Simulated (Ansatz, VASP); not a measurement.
# TiTe2: VASP and Ansatz over several settings

```xyz
3
Lattice="3.8511 0.0000 0.0000 -1.9255 3.3351 0.0000 0.0000 0.0000 6.6254" Properties=species:S:1:pos:R:3 pbc="T T T"
Te    0.0000    2.2234    4.8843
Te    1.9255    1.1117    1.7412
Ti    0.0000    0.0000    0.0000
```

Change from the starting cell: volume scaled by 1.06.

Single points on this cell with VASP 6.6.1 and Ansatz 0.2.0. Each row is one pair of runs. Alike in all rows: spin: off; k mesh: 8 × 8 × 4; smearing: fermi-dirac, width 0.05 eV; VASP's potentials, cutoff: VASP PAW PBE potentials, release 64 (Te, Ti_sv), 520 eV.

| level | Ansatz's potentials, cutoff | gap on the k mesh at the Fermi level (eV), VASP | gap on the k mesh at the Fermi level (eV), Ansatz | pressure (GPa), VASP | pressure (GPa), Ansatz | largest component of the traceless stress (GPa), VASP | largest component of the traceless stress (GPa), Ansatz |
| --- | --- | --- | --- | --- | --- | --- | --- |
| PBE | Ansatz PAW earlier set, 910 eV | none | none | -2.5 | -2.5 | 0.11 | 0.10 |
| PBE | PseudoDojo stringent (PBE files), 1450 eV | none | none | -2.5 | -2.5 | 0.11 | 0.10 |
| PBE | Ansatz PAW, 420 eV | none | none | -2.5 | -2.5 | 0.11 | 0.10 |
| PBEsol | Ansatz PAW, 420 eV | none | none | -5.3 | -5.4 | 0.15 | 0.14 |

Pressure (GPa): the two programs differ by at most 0.05; largest component of the traceless stress (GPa): the two programs differ by at most 0.014.

A gap of «none» marks a metal or a gap that the smearing closes.

Caveats: this functional lacks dispersion, which binds the layers, so the pressure and a relaxed spacing across them are unreliable (some rows); the PAW data sets were made with another functional, which shifts forces and pressure a little (VASP); the PAW data sets come from PBE, with cores solved anew for the run's functional, which leaves a small shift of forces and pressure (Ansatz).
